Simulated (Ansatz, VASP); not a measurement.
# Cross-check of CoSi2 between VASP and Ansatz, part 2 of 2

One calculation is typed for both programs; each brings its own data sets. How far apart do they land? The structure shown is the end of the Ansatz relaxation below.

VASP 6.6.1 and Ansatz 0.2.0.

So far: Set-up; Ansatz: relaxation, PBEsol; VASP: single point, PBEsol, pair 1; Differences.

### 6. VASP: single point, PBEsol, pair 2

Level of this step: PBEsol, no spin polarisation; plane waves and PAW (Co, Si) (VASP).

The same cell, functional, mesh and smearing now go to VASP, with its own data sets.

File INCAR:

```
SYSTEM = CoSi2
PREC = Accurate
ENCUT = 600
EDIFF = 1E-06
NELM = 120
ISMEAR = -1
SIGMA = 0.05
LREAL = .FALSE.
ALGO = Normal
GGA = PS
NBANDS = 23
LASPH = .TRUE.
LORBIT = 11
LWAVE = .FALSE.
LCHARG = .FALSE.
ISIF = 2
GGA_COMPAT = .FALSE.
KPAR = 2
```

File POSCAR:

```
CoSi2
1.0
    3.7942478100      0.0000000000      0.0000000000
    0.0000000000      3.7942478100      0.0000000000
    0.0000000000      0.0000000000      5.2497591401
Co Si
2 4
Direct
    0.0000000000      0.0000000000      0.0000000000
    0.5000000000      0.5000000000      0.5000000000
    0.5000000000      0.0000000000      0.2500000000
    0.5000000000      0.0000000000      0.7500000000
    0.0000000000      0.5000000000      0.7500000000
    0.0000000000      0.5000000000      0.2500000000
```

File KPOINTS:

```
Automatic mesh
0
Gamma
12 12 8
0 0 0
```

Potentials, in the order of the species: Co and Si (PBE family, release 64).

The run is started by

```sh
> mpirun -np 2 vasp_std
```

Numbers of over 12 decimals in the logs are rounded to 6 here.

Output:

```text
[banner, memory and clock lines left out]
running    2 mpi-ranks, on    1 nodes
[...]
[... a notice as in an earlier step ...]

 LDA part: xc-table for (Slater+PW92), standard interpolation
 POSCAR, INCAR and KPOINTS ok, starting setup
[...]
entering main loop
       N       E                     dE             d eps       ncg     rms          rms(c)
DAV:   1     0.202955859922E+03    0.20296E+03   -0.15643E+04  6440   0.167E+03
DAV:   2    -0.294683780998E+02   -0.23242E+03   -0.22122E+03  6454   0.334E+02
DAV:   3    -0.446829604858E+02   -0.15215E+02   -0.14538E+02  8163   0.978E+01
DAV:   4    -0.452137220721E+02   -0.53076E+00   -0.52845E+00  7633   0.178E+01
[...]
DAV:  13    -0.419642343208E+02    0.89397E-05   -0.95667E-05  9516   0.133E-01    0.296E-02
DAV:  14    -0.419642332870E+02    0.10337E-05   -0.51918E-06  7542   0.134E-02    0.259E-03
DAV:  15    -0.419642335403E+02   -0.25331E-06   -0.24375E-07  4452   0.529E-03
   1 F= -.41964234E+02 E0= -.41956047E+02  d E =-.163725E-01
```

OUTCAR, selected parts (step 6):

```text
  Total       -1.0305268     -1.0305268      0.0528619      0.0000000     -0.0000000      0.0000000
  in kB      -21.8463603    -21.8463603      1.1206313      0.0000000     -0.0000000      0.0000000
  external PRESSURE =     -14.1906964 kB  Pullay stress =       0.0000000 kB

 POSITION                                       TOTAL-FORCE (eV/Angst)
 -----------------------------------------------------------------------------------
      0.00000      0.00000      0.00000        -0.000000      0.000000      0.000000
      1.89712      1.89712      2.62488        -0.000000     -0.000000     -0.000000
      1.89712      0.00000      1.31244         0.000000     -0.000000     -0.000000
      1.89712      0.00000      3.93732         0.000000     -0.000000      0.000000
      0.00000      1.89712      3.93732         0.000000     -0.000000     -0.000000
      0.00000      1.89712      1.31244         0.000000     -0.000000      0.000000
 -----------------------------------------------------------------------------------
    total drift:                                0.000000      0.000000      0.000000

  FREE ENERGIE OF THE ION-ELECTRON SYSTEM (eV)
  ---------------------------------------------------
  free  energy   TOTEN  =       -41.9642335403 eV

  energy  without entropy=      -41.9478610266  energy(sigma->0) =      -41.95604728

[... 1 part as in an earlier step ...]

[... 2 further parts left out ...]
[key lines of the parts left out:]
E-fermi :  10.1895
```

The run ends at a pressure of -1.42 GPa.

### 7. Side by side

What differs besides the data sets and the points named for the pairs above, as far as they apply: the data sets hold 50 valence electrons in Ansatz (on its PAW soft_1 files) and 34 in VASP. Total energies have different zeros and are not compared.

Both answers:

```
      quantity  Ansatz   VASP  difference
pressure (GPa)   -1.51  -1.42       -0.09
```

### 8. Ansatz: relaxation, PBEsol

This run makes the geometry at which the two programs are then compared. The cell compared in this pair holds 73.39 Å³, against 75.58 Å³ for the pair before.

The structure compared here is the end of the Ansatz relaxation.

File input.yaml:

```yaml
crystal:
  lattice:
    - [3.64398057, 0.0, 0.0]
    - [0.0, 3.64398057, 0.0]
    - [0.0, 0.0, 5.4083795]
  atoms:
    - { symbol: Co, position: [0.0, 0.0, 0.0] }
    - { symbol: Co, position: [0.5, 0.5, 0.5] }
    - { symbol: Si, position: [0.5, 0.0, 0.25] }
    - { symbol: Si, position: [0.5, 0.0, 0.75] }
    - { symbol: Si, position: [0.0, 0.5, 0.75] }
    - { symbol: Si, position: [0.0, 0.5, 0.25] }
kpoints:
  mp_grid: { grid: [12, 12, 8] }
scf:
  occupations: { method: fermi_dirac, width: 0.05 }
hamiltonian:
  xc: pbesol
  pseudopotentials: { kind: paw, azcp: { folder: soft_1 }, xc_functional: pbe }
basis:
  ecutwfc: 600
output:
  forces: true
  stress: true
relax:
  f_tol: 0.005
  max_steps: 70
  cell: { stress_tol: 0.02, p_target: 0, fix: [a, b, alpha, beta, gamma] }
```

The run is started by

```sh
> ansatz run input.yaml --threads 4 --pin off --max-ram 10240MiB --backend cpu --events-out ev --progress --plain --runs-dir out
```

Output:

```text
[...]
Crystal: 6 atoms, lattice volume = 71.816 Å³
Basis set: ecut = 600 eV, 2381 PW (Γ), exchange–correlation on 60×60×90 points (8 copies of the dense FFT grid, shifted against one another)
Bands: 31, of which v1, the nominal top of the filled ones, is band 25 counted from 1 (24 counted from 0)
Symmetry: 32 space group operations
[...]
k-points: 140 of 1152
[...]
cell:  # Å, volume = 73.3950 Å³
    - [3.64398057, 0, 0.0]
    - [0, 3.64398057, 0.0]
    - [0.0, 0.0, 5.527316]
  atoms:
    - { symbol: Co, position: [0, 0, 0] }
    - { symbol: Co, position: [0.5, 0.5, 0.5] }
    - { symbol: Si, position: [0.5, 0, 0.25] }
    - { symbol: Si, position: [0.5, 0, 0.750000] }
    - { symbol: Si, position: [0, 0.5, 0.750000] }
    - { symbol: Si, position: [0, 0.5, 0.25] }
[key lines of the parts left out:]
SCF converged after 6 iterations
Free energy (F): -12675.363159 eV
Fermi energy:    13.523723 eV
P = ⅓ Tr σ = 4.6514 GPa (46.514 kbar)
```

### 9. VASP: single point, PBEsol, pair 3

The same cell, functional, mesh and smearing now go to VASP, with its own data sets.

INCAR is that of step 6.

Changes to POSCAR since step 6:

```diff
@@ -2,5 +2,5 @@
 1.0
-    3.7942478100      0.0000000000      0.0000000000
-    0.0000000000      3.7942478100      0.0000000000
-    0.0000000000      0.0000000000      5.2497591401
+    3.6439805700      0.0000000000      0.0000000000
+    0.0000000000      3.6439805700      0.0000000000
+    0.0000000000      0.0000000000      5.5273159771
 Co Si
```

KPOINTS is that of step 6.

The run is started by

```sh
> mpirun -np 2 vasp_std
```

Output:

```text
[... set-up lines as in an earlier step ...]
 entering main loop
       N       E                     dE             d eps       ncg     rms          rms(c)
DAV:   1     0.205965458352E+03    0.20597E+03   -0.15791E+04  6448   0.169E+03
DAV:   2    -0.292195747590E+02   -0.23519E+03   -0.22432E+03  6454   0.336E+02
DAV:   3    -0.446251429659E+02   -0.15406E+02   -0.14732E+02  8196   0.989E+01
DAV:   4    -0.451549764840E+02   -0.52983E+00   -0.52833E+00  7765   0.178E+01
[...]
DAV:  13    -0.418749282241E+02   -0.33266E-05   -0.81294E-05  7323   0.635E-02    0.372E-02
DAV:  14    -0.418749259595E+02    0.22646E-05   -0.73940E-06  7905   0.199E-02    0.340E-03
DAV:  15    -0.418749260727E+02   -0.11314E-06   -0.28928E-07  4515   0.480E-03
   1 F= -.41874926E+02 E0= -.41866716E+02  d E =-.164199E-01
```

Parts of OUTCAR (step 9):

```text
  Total        3.2397191      3.2397191      0.0368501      0.0000000      0.0000000      0.0000000
  in kB       70.7215135     70.7215135      0.8044208      0.0000000      0.0000000      0.0000000
  external PRESSURE =      47.4158159 kB  Pullay stress =       0.0000000 kB

 POSITION                                       TOTAL-FORCE (eV/Angst)
 -----------------------------------------------------------------------------------
      0.00000      0.00000      0.00000        -0.000000     -0.000000      0.000000
      1.82199      1.82199      2.76366         0.000000      0.000000     -0.000000
      1.82199      0.00000      1.38183        -0.000000     -0.000000      0.000000
      1.82199      0.00000      4.14549        -0.000000     -0.000000      0.000000
      0.00000      1.82199      4.14549        -0.000000     -0.000000      0.000000
      0.00000      1.82199      1.38183        -0.000000     -0.000000      0.000000
 -----------------------------------------------------------------------------------
    total drift:                                0.000000      0.000000      0.000000

  FREE ENERGIE OF THE ION-ELECTRON SYSTEM (eV)
  ---------------------------------------------------
  free  energy   TOTEN  =       -41.8749260727 eV

  energy  without entropy=      -41.8585061769  energy(sigma->0) =      -41.86671612

[... 1 part as in an earlier step ...]

[... 2 further parts left out ...]
[key lines of the parts left out:]
E-fermi :  10.6260
```

The run ends at a pressure of 4.74 GPa.

### 10. Comparison

What differs besides the data sets and the points named for the pairs above, as far as they apply: the data sets hold 50 valence electrons in Ansatz (on its PAW soft_1 files) and 34 in VASP. Total energies have different zeros and are not compared.

Both answers:

```
      quantity  Ansatz  VASP  difference
pressure (GPa)    4.65  4.74       -0.09
```

### 11. What came out

```yaml
difference_in_pressure_single_point_pbesol_pair_1: -0.066 GPa
difference_in_pressure_single_point_pbesol_pair_2: -0.088 GPa
difference_in_pressure_single_point_pbesol_pair_3: -0.090 GPa
```

**Reading.** The difference in pressure is -0.090 GPa (single point, PBEsol, pair 3), within the 1 GPa picked in this series as the mark of a large difference. The data sets hold unlike numbers of valence electrons (50 in Ansatz and 34 in VASP), so part of the differences comes from the potentials. 3 further runs of this series are not shown here. How closely two codes agree says nothing of how well the functional describes the real material.

[Lines on the potential files, build, host, timing and source positions are cut from VASP's logs without a mark.]

[Logs are printed without paths, hosts, clocks, repeated set-up lines and the standing remarks that a program may print on its own settings, such as how far it seeks lower states.]

[Hosts, paths, dates, database ids (printed as entryN), source tags and the programs' standing remarks are cut or masked in the printed files.]
